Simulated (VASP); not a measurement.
# KI (Fm-3m) in VASP: further runs, part 2 of 2

VASP 6.6.1.

## (3) Band structure, SCAN

INCAR reads:

```
METAGGA = SCAN
ISMEAR = 0
SIGMA = 0.03
LWAVE = False
LCHARG = False
NBANDS = 20
PREC = Accurate
LASPH = True
LREAL = False
ALGO = Normal
EDIFF = 1E-6
NELM = 120
GGA_COMPAT = False
ENCUT = 520
EFERMI = MIDGAP
LMIXTAU = True
```

KPOINTS reads:

```
Automatic mesh
0
Gamma
  7 7 7
  0 0 0
```

KPOINTS_OPT reads:

```
path GXWKGLUWLK,UX
32
line-mode
reciprocal
 0.0000000000  0.0000000000  0.0000000000  G
 0.5000000000  0.0000000000  0.5000000000  X

 0.5000000000  0.0000000000  0.5000000000  X
 0.5000000000  0.2500000000  0.7500000000  W

 0.5000000000  0.2500000000  0.7500000000  W
 0.3750000000  0.3750000000  0.7500000000  K

 0.3750000000  0.3750000000  0.7500000000  K
 0.0000000000  0.0000000000  0.0000000000  G

 0.0000000000  0.0000000000  0.0000000000  G
 0.5000000000  0.5000000000  0.5000000000  L

 0.5000000000  0.5000000000  0.5000000000  L
 0.6250000000  0.2500000000  0.6250000000  U

 0.6250000000  0.2500000000  0.6250000000  U
 0.5000000000  0.2500000000  0.7500000000  W

 0.5000000000  0.2500000000  0.7500000000  W
 0.5000000000  0.5000000000  0.5000000000  L

 0.5000000000  0.5000000000  0.5000000000  L
 0.3750000000  0.3750000000  0.7500000000  K

 0.6250000000  0.2500000000  0.6250000000  U
 0.5000000000  0.0000000000  0.5000000000  X
```

POSCAR reads:

```
KI
1.0
    0.0000000000      3.5327750000      3.5327750000
    3.5327750000      0.0000000000      3.5327750000
    3.5327750000      3.5327750000      0.0000000000
I K
1 1
Direct
    0.5000000000      0.5000000000      0.5000000000
    0.0000000000      0.0000000000      0.0000000000
```

Potentials or basis: VASP PAW PBE potentials, release 64 (I, K_sv).

Run with:

```console
> cat potpaw_PBE.64/I/POTCAR potpaw_PBE.64/K_sv/POTCAR > POTCAR
> mpirun -np 1 vasp_std > vasp.out
```

OUTCAR:

```text
METAGGA = SCAN
   ISMEAR = 0
   PREC = Accurate
   LASPH = True
   LREAL = False
   EDIFF = 1E-6
   NELM = 120
   ENCUT = 520
   EFERMI = MIDGAP

 ion  position               nearest neighbor table
   1  0.500  0.500  0.500-   2 3.53   2 3.53   2 3.53   2 3.53   2 3.53   2 3.53
   2  0.000  0.000  0.000-   1 3.53   1 3.53   1 3.53   1 3.53   1 3.53   1 3.53

  LATTYP: Found a face centered cubic cell.
 ALAT       =     7.0655500000

  Lattice vectors:

 A1 = (   0.0000000000,   3.5327750000,   3.5327750000)
 A2 = (   3.5327750000,   0.0000000000,   3.5327750000)
 A3 = (   3.5327750000,   3.5327750000,   0.0000000000)

Analysis of symmetry for initial positions (statically):
=====================================================================
 Subroutine PRICEL returns:
 Original cell was already a primitive cell.

 Routine SETGRP: Setting up the symmetry group for a
 face centered cubic supercell.

 Subroutine GETGRP returns: Found 48 space group operations
 (whereof 48 operations were pure point group operations)
 out of a pool of 48 trial point group operations.

The static configuration has the point symmetry O_h .

Analysis of symmetry for dynamics (positions and initial velocities):
=====================================================================
 Subroutine PRICEL returns:
 Original cell was already a primitive cell.

 Routine SETGRP: Setting up the symmetry group for a
 face centered cubic supercell.

 Subroutine GETGRP returns: Found 48 space group operations
 (whereof 48 operations were pure point group operations)
 out of a pool of 48 trial point group operations.

The dynamic configuration has the point symmetry O_h .

 Subroutine INISYM returns: Found 48 space group operations
[... 107 lines left out ...]
   EMIN   =  10.00;   EMAX   =-10.00  energy-range for DOS
   EFERMI =   0.00;   METHOD = MIDGAP
   ISMEAR =     0;   SIGMA  =   0.03  broadening in eV -4-tet -1-fermi 0-gaus
   EFERMI_NEDOS =   21; number of points for ismear=-14 and -15
   IALGO  =     38    algorithm
   IMIX   =      4    mixing-type and parameters
     AMIX     =   0.40;   BMIX     =  1.00
     AMIX_MAG =   1.60;   BMIX_MAG =  1.00
  volume/ion in A,a.u.               =      44.09       297.54
  Fermi-wavevector in a.u.,A,eV,Ry     =   0.926806  1.751409 11.686988  0.858969
  Thomas-Fermi vector in A             =   2.052808
   LORBIT       =      0    0 simple, 1 ext, 2 COOP (PROOUT), +10 PAW based schemes
   METAGGA = SCAN    functional components
   LHFCALC =     F    Hartree Fock is set to
   AEXX    =    0.0000 exact exchange contribution
   IVDW    =     0    specifies the selected vdW correction
   LEPSILON=     F    determine dielectric tensor
   LRPA    =     F    only Hartree local field effects (RPA)

   CSHIFT  =0.1000    complex shift for real part using Kramers Kronig

   OMEGAMAX=  -1.0    maximum frequency
 non-spin polarized calculation
 Gauss-broadening in eV      SIGMA  =   0.03
  energy-cutoff  :      520.00
  volume of cell :       88.18
 maximum number of plane-waves:      2421
 NGX is ok and might be reduce to    40
   NGX = 19   NGY = 19   NGZ = 19

 number of electron      15.9999999 magnetization

 Free energy of the ion-electron system (eV)
  ---------------------------------------------------
  ext. energy  EPLUGINS =         0.00000000
  ---------------------------------------------------
  free energy    TOTEN  =       -48.37554674 eV

  energy without entropy =      -48.37554674  energy(sigma->0) =      -48.37554674

 E-fermi :   1.5108     XC(G=0):  -7.5703

 val. band max:       -0.7644456090   @ k =   0.0000   0.0000   0.0000
 cond. band min:       3.7859562227   @ k =   0.0000   0.0000   0.0000
 fundamental gap:      4.5504018317
 Fermi energy:         1.5107553069

 k-point     1 :       0.0000    0.0000    0.0000
  band No.  band energies     occupation
      1     -30.4777      2.00000
      2     -13.1558      2.00000
      3     -13.1558      2.00000
      4     -13.1558      2.00000
      5     -11.6397      2.00000
      6      -0.7645      2.00000
[... 449 lines left out ...]
     19      12.6995      0.00000
     20      13.0668      0.00000

------------------------ aborting loop because EDIFF is reached ----------------------------------------

  FORCE on cell =-STRESS in cart. coord.  units (eV):
  Direction    XX          YY          ZZ          XY          YZ          ZX
  --------------------------------------------------------------------------------------
  -------------------------------------------------------------------------------------
  Total       -0.0225379     -0.0225379     -0.0225379      0.0000000      0.0000000      0.0000000
  in kB       -0.4094927     -0.4094927     -0.4094927      0.0000000      0.0000000      0.0000000
  external PRESSURE =      -0.4094927 kB  Pullay stress =       0.0000000 kB

 VOLUME and BASIS-vectors are now :
 -----------------------------------------------------------------------------
  energy-cutoff  :      520.00
  volume of cell :       88.18
      direct lattice vectors                 reciprocal lattice vectors
     0.000000000  3.532775000  3.532775000    -0.141531799  0.141531799  0.141531799
     3.532775000  0.000000000  3.532775000     0.141531799 -0.141531799  0.141531799
     3.532775000  3.532775000  0.000000000     0.141531799  0.141531799 -0.141531799

 POSITION                                       TOTAL-FORCE (eV/Angst)
 -----------------------------------------------------------------------------------
      3.53277      3.53277      3.53277        -0.000000     -0.000000      0.000000
      0.00000      0.00000      0.00000         0.000000      0.000000      0.000000
 -----------------------------------------------------------------------------------
    total drift:                                0.000000     -0.000000     -0.000000

  FREE ENERGIE OF THE ION-ELECTRON SYSTEM (eV)
  ---------------------------------------------------
  free  energy   TOTEN  =       -48.3755467424 eV

  energy  without entropy=      -48.3755467424  energy(sigma->0) =      -48.37554674
```

stdout:

```text
POSCAR found type information on POSCAR I K
 POSCAR found :  2 types and       2 ions
 scaLAPACK will be used
 -----------------------------------------------------------------------------
|                                                                             |
|                                                                             |
|     You enforced a specific xc type in the INCAR file but a different       |
|     I HOPE YOU KNOW WHAT YOU ARE DOING!                                     |
|                                                                             |
 -----------------------------------------------------------------------------

 LDA part: xc-table for (None), standard interpolation
 POSCAR, INCAR and KPOINTS ok, starting setup
 FFT: planning ... GRIDC
 FFT: planning ... GRID_SOFT
 FFT: planning ... GRID
 WAVECAR not read
 entering main loop
 Start KPOINTS_OPT (optional k-point list driver)
k-point batch [1-20\320]
k-point batch [21-40\320]
k-point batch [41-60\320]
k-point batch [61-80\320]
k-point batch [81-100\320]
k-point batch [101-120\320]
[... 8 lines left out ...]
k-point batch [281-300\320]
k-point batch [301-320\320]
```

It took 18 min on 1 thread of Intel Xeon Platinum 8259CL at 2.50GHz (Skylake/Cascade Lake), shared host; peak memory 0.26 GiB.

What came out:

```
Free energy             : -48.3755 eV
Pressure                : 0.0 GPa
Band gap on the k mesh  : 4.55 eV
Band gap along the path : 4.55 eV
```

Levels at the corners of the path, in eV from the valence-band top:
| point | band 4 | band 5 | band 6 | band 7 | band 8 | band 9 | band 10 | band 11 | band 12 | band 13 |
| --- | --- | --- | --- | --- | --- | --- | --- | --- | --- | --- |
| Γ | -12.39 | -10.88 | 0.00 | 0.00 | 0.00 | 4.55 | 7.04 | 7.04 | 7.04 | 7.92 |
| X | -12.41 | -10.72 | -1.02 | -0.38 | -0.38 | 5.35 | 6.47 | 8.88 | 9.36 | 9.58 |
| X | -12.41 | -10.72 | -1.02 | -0.38 | -0.38 | 5.35 | 6.47 | 8.88 | 9.36 | 9.58 |
| W | -12.42 | -10.66 | -0.74 | -0.74 | -0.60 | 6.94 | 6.94 | 7.36 | 8.97 | 9.60 |
| W | -12.42 | -10.66 | -0.74 | -0.74 | -0.60 | 6.94 | 6.94 | 7.36 | 8.97 | 9.60 |
| K | -12.40 | -10.66 | -0.88 | -0.76 | -0.39 | 6.06 | 7.34 | 8.14 | 9.08 | 9.29 |
| K | -12.40 | -10.66 | -0.88 | -0.76 | -0.39 | 6.06 | 7.34 | 8.14 | 9.08 | 9.29 |
| Γ | -12.39 | -10.88 | 0.00 | 0.00 | 0.00 | 4.55 | 7.04 | 7.04 | 7.04 | 7.92 |
| Γ | -12.39 | -10.88 | 0.00 | 0.00 | 0.00 | 4.55 | 7.04 | 7.04 | 7.04 | 7.92 |
| L | -12.39 | -10.58 | -1.33 | -0.34 | -0.34 | 5.98 | 8.28 | 8.77 | 8.77 | 9.41 |
| L | -12.39 | -10.58 | -1.33 | -0.34 | -0.34 | 5.98 | 8.28 | 8.77 | 8.77 | 9.41 |
| U | -12.40 | -10.66 | -0.88 | -0.76 | -0.39 | 6.06 | 7.34 | 8.14 | 9.08 | 9.29 |
| U | -12.40 | -10.66 | -0.88 | -0.76 | -0.39 | 6.06 | 7.34 | 8.14 | 9.08 | 9.29 |
| W | -12.42 | -10.66 | -0.74 | -0.74 | -0.60 | 6.94 | 6.94 | 7.36 | 8.97 | 9.60 |
| W | -12.42 | -10.66 | -0.74 | -0.74 | -0.60 | 6.94 | 6.94 | 7.36 | 8.97 | 9.60 |
| L | -12.39 | -10.58 | -1.33 | -0.34 | -0.34 | 5.98 | 8.28 | 8.77 | 8.77 | 9.41 |
| L | -12.39 | -10.58 | -1.33 | -0.34 | -0.34 | 5.98 | 8.28 | 8.77 | 8.77 | 9.41 |
| K | -12.40 | -10.66 | -0.88 | -0.76 | -0.39 | 6.06 | 7.34 | 8.14 | 9.08 | 9.29 |
| U | -12.40 | -10.66 | -0.88 | -0.76 | -0.39 | 6.06 | 7.34 | 8.14 | 9.08 | 9.29 |
| X | -12.41 | -10.72 | -1.02 | -0.38 | -0.38 | 5.35 | 6.47 | 8.88 | 9.36 | 9.58 |

Caveat: the PAW data sets were made with another functional, which shifts forces and pressure a little; spin-orbit coupling is left out, which moves the levels of the heavy elements.

## (4) How close it comes

Step 2. A measured gap of KI is 6.32 eV (a printed reference work, monograph); the calculated 4.55 eV misses it by -1.77 eV. Spin-orbit coupling on I is left out. The value is that of SCAN, without temperature or zero-point motion.

Step 3. A measured gap of KI is 6.32 eV (a printed reference work, monograph); the calculated 4.55 eV misses it by -1.77 eV. Spin-orbit coupling on I is left out. The value is that of SCAN, without temperature or zero-point motion.
